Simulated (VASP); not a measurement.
# KI (Fm-3m) in VASP: further runs, part 2 of 2

VASP 6.6.1. Earlier steps stand in the parts before.

## 3. Single point, PBE (45.10 Å³/atom)

This run uses another cell than the first one, of 45.10 Å³/atom.

INCAR

```
  ALGO = Normal
  EDIFF = 1E-6
  ENCUT = 520
  GGA = PE
  ISIF = 2
  ISMEAR = -1
  LASPH = T
  LCHARG = F
  LREAL = F
  LWAVE = F
  NBANDS = 15
  NELM = 60
  PREC = Accurate
  SIGMA = 0.01
```

KPOINTS

```
k-points
0
Gamma
  8 8 8
```

POSCAR

```
KI
1.0
    0.0000000000      3.5594488043      3.5594488043
    3.5594488043      0.0000000000      3.5594488043
    3.5594488043      3.5594488043      0.0000000000
K I
1 1
Direct
    0.0000000000      0.0000000000      0.0000000000
    0.5000000000      0.5000000000      0.5000000000
```

Potentials or basis: VASP PAW PBE potentials, release 64 (K_sv, I).

Launch:

```console
$ cat potpaw_PBE.64/K_sv/POTCAR potpaw_PBE.64/I/POTCAR > POTCAR
$ mpirun -np 1 vasp_std > vasp.out
```

OUTCAR:

```text
EDIFF = 1E-6
   ENCUT = 520
   GGA = PE
   ISIF = 2
   ISMEAR = -1
   LASPH = T
   LREAL = F
   NELM = 60
   PREC = Accurate

 ion  position               nearest neighbor table
   1  0.000  0.000  0.000-   2 3.56   2 3.56   2 3.56   2 3.56   2 3.56   2 3.56
   2  0.500  0.500  0.500-   1 3.56   1 3.56   1 3.56   1 3.56   1 3.56   1 3.56

  LATTYP: Found a face centered cubic cell.
 ALAT       =     7.1188976086

  Lattice vectors:

 A1 = (   0.0000000000,   3.5594488043,   3.5594488043)
 A2 = (   3.5594488043,   0.0000000000,   3.5594488043)
 A3 = (   3.5594488043,   3.5594488043,   0.0000000000)

Analysis of symmetry for initial positions (statically):
=====================================================================
 Subroutine PRICEL returns:
 Original cell was already a primitive cell.

 Routine SETGRP: Setting up the symmetry group for a
 face centered cubic supercell.

 Subroutine GETGRP returns: Found 48 space group operations
 (whereof 48 operations were pure point group operations)
 out of a pool of 48 trial point group operations.

The static configuration has the point symmetry O_h .

Analysis of symmetry for dynamics (positions and initial velocities):
=====================================================================
 Subroutine PRICEL returns:
 Original cell was already a primitive cell.

 Routine SETGRP: Setting up the symmetry group for a
 face centered cubic supercell.

 Subroutine GETGRP returns: Found 48 space group operations
 (whereof 48 operations were pure point group operations)
 out of a pool of 48 trial point group operations.

The dynamic configuration has the point symmetry O_h .

 Subroutine INISYM returns: Found 48 space group operations
 (whereof 48 operations are pure point group operations),
 and found     1 'primitive' translations

[... 122 lines left out ...]
   IVDW    =     0    specifies the selected vdW correction
   LEPSILON=     F    determine dielectric tensor
   LRPA    =     F    only Hartree local field effects (RPA)
 non-spin polarized calculation
  energy-cutoff  :      520.00
  volume of cell :       90.19
 maximum number of plane-waves:      2452
 NGX is ok and might be reduce to    40
   NGX = 19   NGY = 19   NGZ = 19

 number of electron      16.0000000 magnetization

 Free energy of the ion-electron system (eV)
  ---------------------------------------------------
  ext. energy  EPLUGINS =         0.00000000
  ---------------------------------------------------
  free energy    TOTEN  =        -5.56240264 eV

  energy without entropy =       -5.56240264  energy(sigma->0) =       -5.56240264

 E-fermi :  -0.3359     XC(G=0):  -7.0901

 val. band max:       -0.5309385479   @ k =   0.0000   0.0000   0.0000
 cond. band min:       3.3797386146   @ k =   0.0000   0.0000   0.0000
 fundamental gap:      3.9106771625
 Fermi energy:        -0.3358835901

 k-point     1 :       0.0000    0.0000    0.0000
  band No.  band energies     occupation
      1     -29.0734      2.00000
      2     -12.5582      2.00000
      3     -12.5582      2.00000
      4     -12.5582      2.00000
      5     -11.0000      2.00000
      6      -0.5309      2.00000
      7      -0.5309      2.00000
      8      -0.5309      2.00000
      9       3.3797      0.00000
     10       5.9740      0.00000
     11       5.9740      0.00000
     12       5.9740      0.00000
     13       6.6763      0.00000
     14       6.6763      0.00000
[... 401 lines left out ...]
      2     -12.6521      2.00000
      3     -12.5736      2.00000
      4     -12.5660      2.00000
      5     -10.7823      2.00000
      6      -1.5942      2.00000
      7      -1.0518      2.00000
      8      -0.8993      2.00000
      9       5.4813      0.00000
     10       6.2967      0.00000
     11       6.7665      0.00000
     12       7.6924      0.00000
     13       8.1013      0.00000
     14       8.3751      0.00000
     15       9.1881      0.00000

 [... further k-points ...]

------------------------ aborting loop because EDIFF is reached ----------------------------------------

  FORCE on cell =-STRESS in cart. coord.  units (eV):
  Direction    XX          YY          ZZ          XY          YZ          ZX
  --------------------------------------------------------------------------------------
  -------------------------------------------------------------------------------------
  Total        0.1862897      0.1862897      0.1862897     -0.0000000      0.0000000      0.0000000
  in kB        3.3091859      3.3091859      3.3091859     -0.0000000      0.0000000      0.0000000
  external PRESSURE =       3.3091859 kB  Pullay stress =       0.0000000 kB

 VOLUME and BASIS-vectors are now :
 -----------------------------------------------------------------------------
  energy-cutoff  :      520.00
  volume of cell :       90.19
      direct lattice vectors                 reciprocal lattice vectors
     0.000000000  3.559448804  3.559448804    -0.140471187  0.140471187  0.140471187
     3.559448804  0.000000000  3.559448804     0.140471187 -0.140471187  0.140471187
     3.559448804  3.559448804  0.000000000     0.140471187  0.140471187 -0.140471187

 POSITION                                       TOTAL-FORCE (eV/Angst)
 -----------------------------------------------------------------------------------
      0.00000      0.00000      0.00000         0.000000     -0.000000     -0.000000
      3.55945      3.55945      3.55945        -0.000000      0.000000      0.000000
 -----------------------------------------------------------------------------------
    total drift:                                0.000000     -0.000000     -0.000000

  FREE ENERGIE OF THE ION-ELECTRON SYSTEM (eV)
  ---------------------------------------------------
  free  energy   TOTEN  =        -5.5624026380 eV

  energy  without entropy=       -5.5624026380  energy(sigma->0) =       -5.56240264
```

OSZICAR:

```text
N       E                     dE             d eps       ncg     rms          rms(c)
DAV:   1     0.915641053045E+02    0.91564E+02   -0.62755E+03   870   0.890E+02
DAV:   2     0.143780859904E+00   -0.91420E+02   -0.85303E+02  1117   0.215E+02
DAV:   3    -0.536491117220E+01   -0.55087E+01   -0.54860E+01  1209   0.461E+01
DAV:   4    -0.564525316215E+01   -0.28034E+00   -0.28029E+00  1455   0.887E+00
DAV:   5    -0.564708901497E+01   -0.18359E-02   -0.18358E-02  1187   0.781E-01    0.293E+00
DAV:   6    -0.556082797002E+01    0.86261E-01   -0.97072E-02  1143   0.178E+00    0.209E+00
DAV:   7    -0.555623084727E+01    0.45971E-02   -0.11465E-01  1192   0.168E+00    0.783E-01
DAV:   8    -0.556175248593E+01   -0.55216E-02   -0.12097E-02   976   0.707E-01    0.128E-01
DAV:   9    -0.556224242898E+01   -0.48994E-03   -0.99490E-04  1213   0.181E-01    0.783E-02
DAV:  10    -0.556235061474E+01   -0.10819E-03   -0.11623E-04  1112   0.581E-02    0.221E-02
DAV:  11    -0.556240277957E+01   -0.52165E-04   -0.65643E-05   996   0.476E-02    0.181E-02
DAV:  12    -0.556240263799E+01    0.14158E-06   -0.25803E-06  1189   0.125E-02
   1 F= -.55624026E+01 E0= -.55624026E+01  d E =-.854807E-11
```

stdout:

```text
POSCAR found type information on POSCAR K I
 POSCAR found :  2 types and       2 ions
 scaLAPACK will be used
 LDA part: xc-table for (Slater+PW92), standard interpolation
 POSCAR, INCAR and KPOINTS ok, starting setup
 FFT: planning ... GRIDC
 FFT: planning ... GRID_SOFT
 FFT: planning ... GRID
 WAVECAR not read
 entering main loop
```

Wall time 60 s (1 thread of Intel Xeon 8259CL, shared host); peak memory 0.25 GiB.

What came out:

| Quantity | Value |
| --- | --- |
| Free energy | -5.5624 eV |
| Pressure | 0.3 GPa |
| Band gap on the k mesh | 3.91 eV |

Levels at points of the mesh, in eV from the valence-band top:
```csv
k point,band 5,band 6,band 7,band 8,band 9,band 10,band 11,band 12
"(0.00, 0.00, 0.00)",-10.47,0.00,0.00,0.00,3.91,6.50,6.50,6.50
"(0.50, 0.00, 0.00)",-10.22,-1.27,-0.32,-0.32,5.50,7.64,8.10,8.10
"(0.50, 0.50, 0.00)",-10.33,-0.96,-0.35,-0.35,4.97,5.71,8.07,8.64
```

Caveat: spin-orbit coupling is left out, which moves the levels of the heavy elements. A k mesh can miss the band edges.

## 4. Single point, PBE (46.41 Å³/atom)

This run uses another cell than the first one, of 46.41 Å³/atom.

INCAR

```
ALGO = Normal
EDIFF = 1E-7
ENCUT = 520
GGA = PE
ISIF = 2
ISMEAR = -1
LASPH = True
LCHARG = True
LELF = True
LREAL = False
LVHAR = True
LWAVE = False
NBANDS = 15
NELM = 80
PREC = Accurate
SIGMA = 0.01
```

KPOINTS is that of step 3.

POSCAR

```
KI
1.0
    0.0000000000      3.5936763733      3.5936763733
    3.5936763733      0.0000000000      3.5936763733
    3.5936763733      3.5936763733      0.0000000000
K I
1 1
Direct
    0.0000000000      0.0000000000      0.0000000000
    0.5000000000      0.5000000000      0.5000000000
```

Potentials or basis: VASP PAW PBE potentials, release 64 (K_sv, I).

Launch:

```console
$ cat potpaw_PBE.64/K_sv/POTCAR potpaw_PBE.64/I/POTCAR > POTCAR
$ mpirun -np 1 vasp_std > vasp.out
```

OUTCAR:

```text
EDIFF = 1E-7
   ENCUT = 520
   GGA = PE
   ISIF = 2
   ISMEAR = -1
   LASPH = True
   LREAL = False
   NELM = 80
   PREC = Accurate

 ion  position               nearest neighbor table
   1  0.000  0.000  0.000-   2 3.59   2 3.59   2 3.59   2 3.59   2 3.59   2 3.59
   2  0.500  0.500  0.500-   1 3.59   1 3.59   1 3.59   1 3.59   1 3.59   1 3.59

  LATTYP: Found a face centered cubic cell.
 ALAT       =     7.1873527466

  Lattice vectors:

[... 618 lines left out ...]

------------------------ aborting loop because EDIFF is reached ----------------------------------------

  FORCE on cell =-STRESS in cart. coord.  units (eV):
  Direction    XX          YY          ZZ          XY          YZ          ZX
  --------------------------------------------------------------------------------------
  -------------------------------------------------------------------------------------
  Total       -0.0022581     -0.0022581     -0.0022581      0.0000000      0.0000000      0.0000000
  in kB       -0.0389770     -0.0389770     -0.0389770      0.0000000      0.0000000      0.0000000
  external PRESSURE =      -0.0389770 kB  Pullay stress =       0.0000000 kB

 VOLUME and BASIS-vectors are now :
 -----------------------------------------------------------------------------
  energy-cutoff  :      520.00
  volume of cell :       92.82
      direct lattice vectors                 reciprocal lattice vectors
     0.000000000  3.593676373  3.593676373    -0.139133285  0.139133285  0.139133285
     3.593676373  0.000000000  3.593676373     0.139133285 -0.139133285  0.139133285
     3.593676373  3.593676373  0.000000000     0.139133285  0.139133285 -0.139133285

 POSITION                                       TOTAL-FORCE (eV/Angst)
 -----------------------------------------------------------------------------------
      0.00000      0.00000      0.00000        -0.000000      0.000000     -0.000000
      3.59368      3.59368      3.59368         0.000000     -0.000000      0.000000
 -----------------------------------------------------------------------------------
    total drift:                                0.000000     -0.000000     -0.000000

  FREE ENERGIE OF THE ION-ELECTRON SYSTEM (eV)
  ---------------------------------------------------
  free  energy   TOTEN  =        -5.5651738026 eV

  energy  without entropy=       -5.5651738026  energy(sigma->0) =       -5.56517380
```

OSZICAR:

```text
N       E                     dE             d eps       ncg     rms          rms(c)
DAV:   1     0.881591009179E+02    0.88159E+02   -0.64221E+03   870   0.901E+02
DAV:   2    -0.787615543272E-01   -0.88238E+02   -0.81815E+02  1122   0.210E+02
DAV:   3    -0.538208590527E+01   -0.53033E+01   -0.52768E+01  1209   0.451E+01
DAV:   4    -0.565411428857E+01   -0.27203E+00   -0.27196E+00  1460   0.886E+00
DAV:   5    -0.565548697917E+01   -0.13727E-02   -0.13727E-02  1215   0.657E-01    0.278E+00
DAV:   6    -0.556420272763E+01    0.91284E-01   -0.10239E-01  1136   0.177E+00    0.200E+00
DAV:   7    -0.555847656843E+01    0.57262E-02   -0.11524E-01  1178   0.165E+00    0.781E-01
DAV:   8    -0.556449332372E+01   -0.60168E-02   -0.12026E-02   969   0.696E-01    0.128E-01
DAV:   9    -0.556502692001E+01   -0.53360E-03   -0.11172E-03  1234   0.186E-01    0.790E-02
DAV:  10    -0.556512018102E+01   -0.93261E-04   -0.11811E-04  1098   0.577E-02    0.226E-02
DAV:  11    -0.556517344643E+01   -0.53265E-04   -0.66915E-05  1010   0.480E-02    0.177E-02
DAV:  12    -0.556517339357E+01    0.52862E-07   -0.24446E-06  1185   0.120E-02    0.112E-02
DAV:  13    -0.556517364354E+01   -0.24997E-06   -0.89184E-07  1024   0.509E-03    0.259E-03
DAV:  14    -0.556517382281E+01   -0.17927E-06   -0.27970E-07  1115   0.264E-03    0.188E-03
DAV:  15    -0.556517380257E+01    0.20238E-07   -0.97582E-09   883   0.689E-04
   1 F= -.55651738E+01 E0= -.55651738E+01  d E =-.298371E-12
```

stdout:

```text
POSCAR found type information on POSCAR K I
 POSCAR found :  2 types and       2 ions
 scaLAPACK will be used
 LDA part: xc-table for (Slater+PW92), standard interpolation
 POSCAR, INCAR and KPOINTS ok, starting setup
 FFT: planning ... GRIDC
 FFT: planning ... GRID_SOFT
 FFT: planning ... GRID
 WAVECAR not read
 entering main loop
```

Wall time 85 s (1 thread of Intel Xeon 8259CL, shared host); peak memory 0.25 GiB.

Results:

```yaml
Free_energy: -5.5652 eV
Pressure: 0.0 GPa
Band_gap_on_the_k_mesh: 3.85 eV
```

Caveat: spin-orbit coupling is left out, which moves the levels of the heavy elements. A k mesh can miss the band edges.

## 5. The runs side by side

| cell | gap on the mesh (eV) | pressure (GPa) |
| --- | --- | --- |
| a = 4.984 Å, angles 60.0°, 2 atoms | 3.98 | 0.7 |
| a = 5.034 Å, angles 60.0°, 2 atoms | 3.91 | 0.3 |
| a = 5.082 Å, angles 60.0°, 2 atoms | 3.85 | 0.0 |

Alike in all rows: task single point; level PBE; potentials or basis VASP PAW PBE potentials, release 64 (K_sv, I); no spin polarisation; k mesh 8 × 8 × 8; cutoff (eV) 520; smearing fermi-dirac 0.01 eV.

Caveats: spin-orbit coupling is left out, which moves the levels of the heavy elements.

Total energies depend on the potentials used, so only differences within one code and one set of settings carry meaning.

## 6. How close it comes

Step 2. Measured gap of KI: 6.32 eV (a printed reference work, monograph). This calculation gives 3.98 eV (-2.34 eV). Spin-orbit coupling on I is left out. The value is that of PBE on a finite k mesh, which can miss the band edges, without temperature or zero-point motion. Semilocal functionals fall short of measured gaps as a rule.
